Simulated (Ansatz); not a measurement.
# CuO (Cccm) in Ansatz: further runs, part 2 of 2

Ansatz 0.2.0. Earlier steps stand in the parts before.

## (3) Projected density of states, PBE+U

File input.yaml:

```yaml
crystal:
  lattice:
    - [1.990968, -2.15355, 0.0]
    - [1.990968, 2.15355, 0.0]
    - [0.0, 0.0, 5.155928]
  atoms:
    - { symbol: Cu, position: [0.5, 0.0, 0.0] }
    - { symbol: Cu, position: [0.0, 0.5, 0.5] }
    - { symbol: O, position: [0.5, 0.5, 0.25] }
    - { symbol: O, position: [0.5, 0.5, 0.75] }
hamiltonian:
  xc: pbe
  pseudopotentials: { kind: paw }
  hubbard: { sites: [{ species: Cu, l: d, u_eff: 4.0 }] }
kpoints:
  mp_grid: { grid: [9, 9, 5] }
scf:
  occupations: { method: fermi_dirac, width: 0.05 }
  n_extra_bands: 10
output:
  forces: true
  stress: true
  eigenvalues: true
  dos: { projected: true, de: 0.05, nscf_kmesh: { grid: [14, 14, 8] } }
  write_density: true
  write_potential: true
  elf: true
  volumetric_format: npy
```

Potentials or basis: Ansatz PAW.

The run is started by

```sh
ansatz run input.yaml --threads 2 --pin off --max-ram 5632MiB --backend cpu --events-out ev --progress --plain --runs-dir out
```

Run time: 15 s. Hardware: 2 threads of Arm Neoverse V1, shared host; peak memory 0.6 GiB.

It converged, with:

```
Free energy                          : -14380.7594 eV
Pressure                             : 3.5 GPa
Band gap on the k mesh               : none (metal or under the smearing width)
Density of states at the Fermi level : 2.09 states/eV per cell
```

Stress tensor (GPa, compression positive):
```
3.61 0.00 0.00
0.00 3.09 0.00
0.00 0.00 3.75
```

Levels at points of the mesh, in eV from the Fermi level:
```
           k point  band 23  band 24  band 25  band 26  band 27  band 28
(0.00, 0.00, 0.00)    -2.58    -2.20     0.62     0.82     1.67     6.53
```

States per cell in windows of 1 eV (zero at the Fermi level; states under -8 eV left out):
```tsv
from (eV)	total	Cu 3d	O 2p	Cu 4s	O 2s
-8.0	0.66	0.21	0.39	0.05	0.00
-7.0	3.17	1.16	1.77	0.20	0.02
-6.0	5.06	2.43	2.50	0.07	0.02
-5.0	4.47	3.20	1.14	0.08	0.03
-4.0	8.24	7.41	0.67	0.10	0.03
-3.0	6.17	3.23	2.59	0.25	0.03
-2.0	0.47	0.29	0.15	0.01	0.02
-1.0	1.85	0.94	0.76	0.03	0.09
0.0	1.88	0.78	1.05	0.01	0.02
1.0	0.03	0.01	0.01	0.01	0.00
2.0	0.13	0.01	0.02	0.06	0.03
3.0	0.45	0.02	0.07	0.17	0.05
4.0	1.52	0.04	0.19	0.47	0.07
5.0	1.54	0.04	0.24	0.79	0.03
6.0	0.35	0.01	0.04	0.15	0.00
7.0	0.17	0.00	0.01	0.07	0.01
```

Eigenvalues of the final occupation matrices:
```
  site  spin  trace               eigenvalues
site 1     1   4.75  0.79 0.97 0.99 0.99 1.00
site 2     1   4.75  0.79 0.97 0.99 0.99 1.00
```

Caveat: the pressure holds a Pulay correction of +0.6 GPa for the finite cutoff; the run has no spin polarisation, though such a crystal can be magnetic; U without spin polarisation on a metal has little footing.

## (4) Projected density of states, PBE+U

Edit input.yaml of step 3 so:

```diff
@@ -13,3 +13,3 @@
   pseudopotentials: { kind: paw }
-  hubbard: { sites: [{ species: Cu, l: d, u_eff: 4.0 }] }
+  hubbard: { sites: [{ species: Cu, l: d, u_eff: 5.0 }] }
 kpoints:
@@ -24,5 +24 @@
   dos: { projected: true, de: 0.05, nscf_kmesh: { grid: [14, 14, 8] } }
-  write_density: true
-  write_potential: true
-  elf: true
-  volumetric_format: npy
```

The run is started by

```sh
ansatz run input.yaml --threads 2 --pin off --max-ram 5632MiB --backend cpu --events-out ev --progress --plain --runs-dir out
```

Run time: 14 s. Hardware: 2 threads of Arm Neoverse V1, shared host; peak memory 0.56 GiB.

Results (log left out):

- Free energy: -14380.3466 eV
- Pressure: 4.1 GPa
- Band gap on the k mesh: none (metal or under the smearing width)
- Density of states at the Fermi level: 2.05 states/eV per cell

Stress tensor (GPa, compression positive):
```
4.09 0.00 0.00
0.00 3.71 0.00
0.00 0.00 4.50
```

Levels at points of the mesh, in eV from the Fermi level:
| k point | band 23 | band 24 | band 25 | band 26 | band 27 | band 28 |
| --- | --- | --- | --- | --- | --- | --- |
| (0.00, 0.00, 0.00) | -2.72 | -2.13 | 0.63 | 0.83 | 1.75 | 6.64 |

States per cell in windows of 1 eV (zero at the Fermi level; states under -8 eV left out):
| from (eV) | total | Cu 3d | O 2p | Cu 4s | O 2s |
| --- | --- | --- | --- | --- | --- |
| -8.0 | 0.70 | 0.25 | 0.40 | 0.05 | 0.01 |
| -7.0 | 3.26 | 1.35 | 1.70 | 0.18 | 0.02 |
| -6.0 | 5.23 | 2.77 | 2.33 | 0.07 | 0.02 |
| -5.0 | 6.61 | 5.57 | 0.90 | 0.09 | 0.03 |
| -4.0 | 6.31 | 5.20 | 0.91 | 0.13 | 0.04 |
| -3.0 | 5.77 | 2.62 | 2.81 | 0.24 | 0.03 |
| -2.0 | 0.37 | 0.22 | 0.12 | 0.00 | 0.02 |
| -1.0 | 1.80 | 0.89 | 0.76 | 0.03 | 0.09 |
| 0.0 | 1.91 | 0.77 | 1.09 | 0.01 | 0.02 |
| 1.0 | 0.03 | 0.01 | 0.01 | 0.00 | 0.00 |
| 2.0 | 0.11 | 0.01 | 0.01 | 0.06 | 0.03 |
| 3.0 | 0.39 | 0.02 | 0.06 | 0.16 | 0.05 |
| 4.0 | 1.52 | 0.04 | 0.19 | 0.47 | 0.07 |
| 5.0 | 1.43 | 0.03 | 0.23 | 0.74 | 0.03 |
| 6.0 | 0.52 | 0.01 | 0.07 | 0.25 | 0.00 |
| 7.0 | 0.14 | 0.00 | 0.01 | 0.06 | 0.01 |

Eigenvalues of the final occupation matrices:
| site | spin | trace | eigenvalues |
| --- | --- | --- | --- |
| site 1 | 1 | 4.76 | 0.80 0.97 0.99 0.99 1.00 |
| site 2 | 1 | 4.76 | 0.80 0.97 0.99 0.99 1.00 |

Caveat: the pressure holds a Pulay correction of +0.7 GPa for the finite cutoff; the run has no spin polarisation, though such a crystal can be magnetic; U without spin polarisation on a metal has little footing.

## (5) Projected density of states, PBE+U

Edit input.yaml of step 4 so:

```diff
@@ -13,3 +13,3 @@
   pseudopotentials: { kind: paw }
-  hubbard: { sites: [{ species: Cu, l: d, u_eff: 5.0 }] }
+  hubbard: { sites: [{ species: Cu, l: d, u_eff: 6.0 }] }
 kpoints:
```

The run is started by

```sh
ansatz run input.yaml --threads 2 --pin off --max-ram 5632MiB --backend cpu --events-out ev --progress --plain --runs-dir out
```

Wall time 14 s (2 threads of Arm Neoverse V1, shared host); peak memory 0.56 GiB.

Results (log left out):

```yaml
Free_energy: -14379.9485 eV
Pressure: 4.7 GPa
Band_gap_on_the_k_mesh: none (metal or under the smearing width)
Density_of_states_at_the_Fermi_level: 2.01 states/eV per cell
```

Stress tensor (GPa, compression positive):
```
4.60 0.00 0.00
0.00 4.36 0.00
0.00 0.00 5.28
```

Levels at points of the mesh, in eV from the Fermi level:
```tsv
k point	band 23	band 24	band 25	band 26	band 27	band 28
(0.00, 0.00, 0.00)	-2.85	-2.05	0.63	0.84	1.83	6.76
```

States per cell in windows of 1 eV (zero at the Fermi level; states under -8 eV left out):
```tsv
from (eV)	total	Cu 3d	O 2p	Cu 4s	O 2s
-8.0	0.95	0.39	0.50	0.05	0.01
-7.0	3.58	1.71	1.68	0.15	0.02
-6.0	5.32	3.19	2.01	0.07	0.02
-5.0	9.17	8.34	0.69	0.09	0.03
-4.0	3.92	2.35	1.29	0.19	0.05
-3.0	5.00	1.89	2.84	0.19	0.02
-2.0	0.32	0.20	0.09	0.00	0.02
-1.0	1.83	0.86	0.82	0.03	0.09
0.0	1.84	0.71	1.08	0.01	0.02
1.0	0.02	0.01	0.01	0.00	0.00
2.0	0.10	0.01	0.01	0.05	0.03
3.0	0.37	0.02	0.05	0.15	0.05
4.0	1.50	0.03	0.19	0.46	0.07
5.0	1.35	0.03	0.21	0.69	0.03
6.0	0.65	0.01	0.09	0.32	0.00
7.0	0.13	0.00	0.01	0.06	0.01
```

Eigenvalues of the final occupation matrices:
```csv
site,spin,trace,eigenvalues
site 1,1,4.77,0.81 0.97 0.99 1.00 1.00
site 2,1,4.77,0.81 0.97 0.99 1.00 1.00
```

Caveat: the pressure holds a Pulay correction of +0.7 GPa for the finite cutoff; the run has no spin polarisation, though such a crystal can be magnetic; U without spin polarisation on a metal has little footing.

## (6) Projected density of states, PBE+U

Edit input.yaml of step 5 so:

```diff
@@ -13,3 +13,3 @@
   pseudopotentials: { kind: paw }
-  hubbard: { sites: [{ species: Cu, l: d, u_eff: 6.0 }] }
+  hubbard: { sites: [{ species: Cu, l: d, u_eff: 8.0 }] }
 kpoints:
```

Potentials or basis: Ansatz PAW.

The run is started by

```sh
ansatz run input.yaml --threads 2 --pin off --max-ram 5632MiB --backend cpu --events-out ev --progress --plain --runs-dir out
```

Wall time 14 s (2 threads of Arm Neoverse V1, shared host); peak memory 0.56 GiB.

Results (log left out):

```yaml
Free_energy: -14379.1959 eV
Pressure: 6.2 GPa
Band_gap_on_the_k_mesh: none (metal or under the smearing width)
Density_of_states_at_the_Fermi_level: 1.92 states/eV per cell
```

Stress tensor (GPa, compression positive):
```
5.77 0.00 0.00
0.00 5.80 0.00
0.00 0.00 6.98
```

Levels at points of the mesh, in eV from the Fermi level:
```csv
k point,band 21,band 22,band 23,band 24,band 25,band 26,band 27,band 28,band 29,band 30
"(0.00, 0.00, 0.00)",-3.06,-2.81,-2.79,-1.89,0.65,0.86,2.02,6.99,8.12,14.33
```

States per cell in windows of 1 eV (zero at the Fermi level; states under -8 eV left out):
```tsv
from (eV)	total	Cu 3d	O 2p	Cu 4s	O 2s
-8.0	1.22	0.62	0.54	0.05	0.01
-7.0	4.05	2.41	1.51	0.11	0.01
-6.0	6.50	4.88	1.50	0.09	0.02
-5.0	7.75	7.13	0.51	0.05	0.04
-4.0	3.54	1.66	1.55	0.24	0.05
-3.0	4.68	1.30	3.12	0.18	0.02
-2.0	0.47	0.19	0.25	0.00	0.02
-1.0	1.64	0.72	0.78	0.03	0.08
0.0	2.02	0.72	1.24	0.01	0.02
1.0	0.07	0.02	0.04	0.00	0.00
2.0	0.06	0.00	0.01	0.03	0.02
3.0	0.25	0.01	0.04	0.11	0.04
4.0	0.93	0.02	0.13	0.34	0.07
5.0	1.22	0.02	0.16	0.43	0.04
6.0	1.45	0.03	0.21	0.76	0.02
7.0	0.13	0.00	0.01	0.05	0.00
```

Eigenvalues of the final occupation matrices:
```csv
site,spin,trace,eigenvalues
site 1,1,4.79,0.82 0.98 0.99 1.00 1.00
site 2,1,4.79,0.82 0.98 0.99 1.00 1.00
```

Caveat: the pressure holds a Pulay correction of +0.7 GPa for the finite cutoff; the run has no spin polarisation, though such a crystal can be magnetic; U without spin polarisation on a metal has little footing.

## (7) Summary

| U | gap on the mesh (eV) | pressure (GPa) |
| --- | --- | --- |
| Cu d U = 3 eV | none | 2.9 |
| Cu d U = 4 eV | none | 3.5 |
| Cu d U = 5 eV | none | 4.1 |
| Cu d U = 6 eV | none | 4.7 |
| Cu d U = 8 eV | none | 6.2 |

Alike in all rows: task projected density of states; level PBE+U; potentials or basis Ansatz PAW; no spin polarisation; cell as given; k mesh 9 × 9 × 5; cutoff (eV) 420; smearing fermi-dirac 0.05 eV.

Every run on the cell as given and a fine mesh finds a metal.

Caveats: the run has no spin polarisation, though such a crystal can be magnetic; U without spin polarisation on a metal has little footing.

Total energies depend on the potentials used, so only differences within one code and one set of settings carry meaning.
